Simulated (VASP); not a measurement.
A run of VASP 6.6.1 is set up as follows.

The input POSCAR:

```
Li2O
1.0
    0.0000000000      2.3104246020      2.3104246020
    2.3104246020      0.0000000000      2.3104246020
    2.3104246020      2.3104246020      0.0000000000
  Li              O
     2     1
Direct
     0.2500000000000000    0.2500000000000000    0.2500000000000000
     0.7500000000000000    0.7500000000000000    0.7500000000000000
     0.0000000000000000    0.0000000000000000    0.0000000000000000
```

File INCAR.step1:

```
PREC = Accurate ; ENCUT = 600
EDIFF = 1E-8 ; ISMEAR = 0
SIGMA = 0.03 ; LREAL = False
LASPH = True ; NELM = 80
ALGO = Normal ; ISIF = 3
LWAVE = False ; LCHARG = False
GGA = PE ; KPAR = 2
IBRION = 2 ; NSW = 40
EDIFFG = -0.002
```

INCAR.step2

```
PREC = Accurate ; ENCUT = 600
EDIFF = 1E-8 ; ISMEAR = 0
SIGMA = 0.03 ; LREAL = False
LASPH = True ; NELM = 80
ALGO = Normal ; ISIF = 2
LWAVE = False ; LCHARG = False
GGA = PE ; KPAR = 2
IBRION = 6 ; NFREE = 2
POTIM = 0.015 ; NSW = 1
```

File KPOINTS:

```
regular mesh
0
Gamma
  10 10 10
```

Potentials or basis: VASP PAW PBE potentials, release 64 (Li_sv, O).

Launch:

```console
$ cat potpaw_PBE.64/Li_sv/POTCAR potpaw_PBE.64/O/POTCAR > POTCAR
$ cp INCAR.step1 INCAR
$ mpirun -np 2 vasp_std > vasp.out
$ cp CONTCAR POSCAR
$ cp INCAR.step2 INCAR
$ mpirun -np 2 vasp_std > vasp.out
```

What does it give for the highest phonon frequency at Γ, LO-TO splitting left out?

524 cm⁻¹.

Phonon frequencies in cm⁻¹ (negative: imaginary):
```
              q point                    frequencies
(0.000, 0.000, 0.000)  0 0 0 434 434 434 524 524 524
```
